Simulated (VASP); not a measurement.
CdTe: single point with r2SCAN

CdTe:

```xyz
2
Lattice="0.0000 3.0444 3.0444 3.0444 0.0000 3.0444 3.0444 3.0444 0.0000" Properties=species:S:1:pos:R:3 pbc="T T T"
Cd    0.0000    0.0000    0.0000
Te    3.0444    3.0444    3.0444
```

The cell was built by a generator and needn't be a form met in nature.

* Program: VASP 6.6.1
* Task: single point
* Functional: r2SCAN
* Potentials or basis: VASP PAW PBE potentials, release 64 (Cd, Te)
* Cutoff: 520 eV
* k mesh: 6 × 6 × 6
* Occupations: fermi-dirac, width 0.02 eV
* Spin: no spin polarisation
* Dipole correction: no
* Further INCAR settings: ALGO = Normal; EDIFF = 1e-07; NBANDS = 16

```
Pressure               : 0.2 GPa
Band gap on the k mesh : none (metal or under the smearing width)
```

Levels at points of the mesh, in eV from the Fermi level:
```csv
k point,band 5,band 6,band 7,band 8,band 9,band 10,band 11,band 12,band 13,band 14
"(0.00, 0.00, 0.00)",-8.75,-8.75,-0.55,-0.55,-0.55,0.87,7.46,7.46,7.46,8.30
"(0.50, 0.00, 0.00)",-8.66,-8.66,-5.36,-0.12,-0.12,3.15,4.30,4.30,5.19,10.86
"(0.50, 0.50, 0.00)",-8.63,-7.86,-4.30,-2.22,-2.22,-1.07,4.51,9.89,9.89,10.64
```

Run time: 37 s on 1 thread of Intel(R) Xeon(R) Platinum 8488C (Sapphire Rapids), on a shared host, peak memory 0.19 GiB.

Caveat: the PAW data sets were made with another functional, which shifts forces and pressure a little. Spin-orbit coupling is left out, which matters for the levels of Te.
